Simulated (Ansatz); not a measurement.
# GaAs: the cost of one run

Program: Ansatz 0.2.0. Level of theory: DFT PBE, scalar-relativistic, plane waves, PAW. These are calculated values, not measurements.

5 further runs of the same task are left out: 1 that didn't finish, 4 set aside as unsound or not needed.

**1. The structure to begin with**

The structure is cubic, space group F-43m (No. 216). Conventional cell: a = 5.745 Å, b = 5.745 Å, c = 5.745 Å, α = 90.00°, β = 90.00°, γ = 90.00°. Around Ga (site symmetry -43m) lie 4 As at 2.49 Å. Around As (site symmetry -43m) lie 4 Ga at 2.49 Å.

Coordinates:

```
CELL_PARAMETERS angstrom
0.00000 2.87269 2.87269
2.87269 0.00000 2.87269
2.87269 2.87269 0.00000
ATOMIC_POSITIONS crystal
Ga 0.00000 0.00000 0.00000
As 0.75000 0.75000 0.75000
```

It is the result of an earlier relaxation at this level (volume 23.71 Å³/atom; gap on the mesh: 0.16 eV).

**2. Phonons at the zone centre**

The input, input.yaml:

```yaml
crystal:
  lattice:
    - [0.0, 2.8890498749, 2.8890498749]
    - [2.8890498749, 0.0, 2.8890498749]
    - [2.8890498749, 2.8890498749, 0.0]
  atoms:
    - { symbol: Ga, position: [0.0, 0.0, 0.0] }
    - { symbol: As, position: [0.75, 0.75, 0.75] }
basis:
  ecutwfc: 420
kpoints:
  mp_grid: { grid: [12, 12, 12] }
hamiltonian:
  xc: pbe
scf:
  occupations: { method: gaussian, width: 0.02 }
output:
  eigenvalues: true
phonons:
  method: dfpt
  eigenvectors: true
```

On the command line:

```sh
ansatz run input.yaml --threads 1 --pin off --max-ram 3072MiB --backend cpu --events-out ev --progress --plain --runs-dir out
```

Q: Estimate wall time and peak memory on 1 thread of Intel Xeon Platinum 8259CL at 2.50GHz (Skylake/Cascade Lake), shared host.

About 50 s, with a peak of 0.79 GiB.
